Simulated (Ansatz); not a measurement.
# V under changes of volume

One of the cells (13.891 Å³/atom); the others are scaled copies at fixed shape and fractional positions:

```
V
1.0
    -1.51435    1.51435    1.51435
     1.51435   -1.51435    1.51435
     1.51435    1.51435   -1.51435
V
1
Direct
  0.00000 0.00000 0.00000
```

- Program: Ansatz 0.2.0
- Functional: r2SCAN
- Potentials or basis: Ansatz PAW
- Cutoff: 500 eV (not typed: the program's choice for these potentials)
- k mesh: 12 × 12 × 12
- Occupations: fermi-dirac, width 0.05 eV
- Spin: collinear spin, ferromagnetic start
- Starting moments: [2.0] μB

| volume (Å³/atom) | energy over the lowest point (meV/atom) | pressure (GPa) | moment (μB per cell) |
| --- | --- | --- | --- |
| 13.058 | 4.72 | 4.2 | 0.41 |
| 13.336 | 0.00 | 0.3 | 0.49 |
| 13.613 | 2.41 | -3.4 | 0.52 |
| 13.891 | ? | ? | ? |
| 14.169 | 25.29 | -9.8 | 0.56 |
| 14.447 | 44.51 | -12.5 | 0.58 |
| 14.725 | 68.27 | -14.9 | 0.60 |

What does the run at 13.891 Å³/atom give?

Energy over the lowest point 11.07 meV/atom; pressure -6.7 GPa; moment 0.54 μB per cell.

Worked out: A Birch-Murnaghan fit of order 3 (a polynomial in V^(-2/3)) to the other rows has its minimum at 13.38 Å³/atom with B0 = V·E''(V) = 192 GPa and B' = 4.5. It gives 11.03 meV/atom at 13.891 Å³/atom, against the run's 11.07, and -dE/dV = -6.7 GPa, against -6.7. A parabola through the other rows of the moment, of slope 0.102 μB per Å³/atom there, gives 0.55 μB, against the run's 0.54.

Energies are extrapolated to zero smearing.

Caveats: the magnetic or orbital state may not be the lowest; the PAW data sets come from PBE, with cores solved anew for the run's functional, which leaves a small shift of forces and pressure.
